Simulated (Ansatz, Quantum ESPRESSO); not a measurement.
Fitting the PBEsol energy curve of Ni3Ge

Symmetry: Pm-3m, No. 221, cubic system. The conventional cell has a = 3.530 Å, b = 3.530 Å, c = 3.530 Å, α = 90.00°, β = 90.00°, γ = 90.00°. Ge (site symmetry m-3m) is surrounded by 12 Ni at 2.50 Å. Ni (site symmetry 4/mmm) has 4 Ge at 2.50 Å and 8 Ni at 2.50 Å as nearest neighbours.

The cell comes from a database or a generator and needn't be the stable form of this composition.

The cell was scaled at fixed shape and fractions and run with Ansatz, Ansatz PAW, cutoff 420 eV; PBEsol, k mesh 8 × 8 × 8 on the cell of 4 atoms, fermi-dirac occupations of 0.05 eV, collinear spin, ferromagnetic start, no spin-orbit coupling. The potentials were made for PBE. Energies are those that the program minimises, any entropy of the smearing included. For a metal such a mesh isn't converged to the digits shown. The magnetic state is the one that the start led to, which needn't be the lowest.

```csv
V (Å³/atom),energy over the lowest row (meV/atom)
10.3399,25.83
10.5599,10.06
10.7799,?
10.9999,0.00
11.2199,4.16
11.4399,13.54
11.6599,27.56
```

**Question.** Fit the third-order Birch-Murnaghan form, give V0, B0 and B′, and predict the energy left open.

**Answer.** With y = (V0/V)^(2/3), E = E0 + (9 V0 B0/16) [(y - 1)³ B′ + (y - 1)² (6 - 4y)]. Least squares through the rows shown give V0 = 10.9506 Å³/atom, E0 = -0.15 meV, B0 = 218.5 GPa (1 eV/Å³ = 160.218 GPa) and B′ = 4.86, with a largest miss of 0.01 meV. At V = 10.7799 the form with these constants gives 1.72 meV; the run gave 1.73 meV an atom. Other set-ups at this level, from all their volumes (Å³/atom, GPa): Quantum ESPRESSO, GBRV 1.5 PBEsol: V0 10.957, B0 218.1.
